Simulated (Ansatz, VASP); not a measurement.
**BaS in VASP and in Ansatz**

File INCAR:

```
PREC = Accurate
ENCUT = 520
EDIFF = 1E-7
ISMEAR = -1
SIGMA = 0.05
LREAL = F
LASPH = T
NELM = 80
ALGO = Normal
ISIF = 2
LWAVE = F
LCHARG = F
GGA = PE
NBANDS = 15
```

File KPOINTS:

```
Automatic mesh
0
Gamma
  7 7 7
```

The input POSCAR:

```
BaS
1.0
    0.0000000000      3.1505859250      3.1505859250
    3.1505859250      0.0000000000      3.1505859250
    3.1505859250      3.1505859250      0.0000000000
Ba S
1 1
Direct
    0.0000000000      0.0000000000      0.0000000000
    0.5000000000      0.5000000000      0.5000000000
```

File input.yaml:

```yaml
crystal:
  lattice:
    - [0.0, 3.150585925, 3.150585925]
    - [3.150585925, 0.0, 3.150585925]
    - [3.150585925, 3.150585925, 0.0]
  atoms:
    - { symbol: Ba, position: [0.0, 0.0, 0.0] }
    - { symbol: S, position: [0.5, 0.5, 0.5] }
hamiltonian:
  xc: pbe
  pseudopotentials: { kind: paw }
kpoints:
  mp_grid: { grid: [7, 7, 7] }
scf:
  occupations: { method: fermi_dirac, width: 0.05 }
output:
  forces: true
  stress: true
  eigenvalues: true
  write_density: true
  write_potential: true
  elf: true
  volumetric_format: npy
```

Change from the starting cell: volume scaled by 0.96.

Alike in both runs: task single point; functional PBE; k mesh 7 × 7 × 7; occupations fermi-dirac, width 0.05 eV; no spin polarisation.

```csv
,VASP,Ansatz
version,VASP 6.6.1,Ansatz 0.2.0
potentials or method,"VASP PAW PBE potentials, release 64 (Ba_sv, S)",Ansatz PAW
plane-wave cutoff (eV),520,420
valence electrons in the cell,16,16
```

```tsv
	VASP	Ansatz	Ansatz less VASP
gap on the k mesh at the Fermi level (eV)	2.09	2.20	+0.107
least direct gap on the mesh (eV)	2.22	2.29	+0.071
pressure (GPa)	3.6	2.9	-0.69
```

Caveats: spin-orbit coupling is left out, which moves the levels of the heavy elements; an odd mesh through Γ misses points on the zone boundary, where band edges often lie (VASP); odd divisions of the mesh miss points on the zone boundary, where band edges often lie, so the gap on the mesh can be too wide (Ansatz).
